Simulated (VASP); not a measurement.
Here is a VASP 6.6.1 calculation.

The input POSCAR:

```
P
1.0
    3.3136000000      0.0000000000      0.0000000000
    0.0000000000      4.3763000000      0.0000000000
    0.0000000000      0.0000000000     23.3698060800
P
8
Direct
    0.0000000000      0.0805600000      0.4334997922
    0.0000000000      0.9194400000      0.3423220532
    0.5000000000      0.5805600000      0.3423220532
    0.5000000000      0.4194400000      0.4334997922
    0.5000000000      0.0805600000      0.6576779468
    0.5000000000      0.9194400000      0.5665002078
    0.0000000000      0.5805600000      0.5665002078
    0.0000000000      0.4194400000      0.6576779468
```

INCAR.step1

```
SYSTEM = P
PREC = Accurate
ENCUT = 520
EDIFF = 1E-5
ISMEAR = -1
SIGMA = 0.05
LREAL = .FALSE.
LASPH = .TRUE.
NELM = 100
ALGO = Normal
ISIF = 2
LWAVE = .TRUE.
LCHARG = .FALSE.
NBANDS = 30
GGA = PE
```

File INCAR.step2:

```
SYSTEM = P
PREC = Accurate
ENCUT = 520
EDIFF = 1E-6
ISMEAR = -1
SIGMA = 0.05
LREAL = .FALSE.
LASPH = .TRUE.
NELM = 100
ALGO = Normal
ISIF = 2
LWAVE = .FALSE.
LCHARG = .FALSE.
GGA = PE
LHFCALC = .TRUE.
HFSCREEN = 0.2
PRECFOCK = Fast
NBANDS = 30
ISTART = 1
```

The input KPOINTS:

```
regular mesh
0
G
  8 6 1
  0 0 0
```

Potentials or basis: VASP PAW PBE potentials, release 64 (P).

Command:

```console
$ cat potpaw_PBE.64/P/POTCAR > POTCAR
$ cp INCAR.step1 INCAR
$ mpirun -np 1 vasp_std > vasp.out
$ cp INCAR.step2 INCAR
$ mpirun -np 1 vasp_std > vasp.out
```

Task: Estimate the band gap on the k mesh.

Result: 0.88 eV, direct.

Task: Estimate the largest force.

Result: 0.369 eV/Å.

Forces in eV/Å, atoms in the order of the input:
```
P    0.000  0.232 -0.286
P    0.000 -0.281  0.215
P    0.000  0.281  0.215
P    0.000 -0.232 -0.286
P    0.000  0.281 -0.215
P    0.000 -0.232  0.286
P    0.000  0.232  0.286
P    0.000 -0.281 -0.215
```

Caveat: the PAW data sets were made with another functional, which shifts forces and pressure a little.
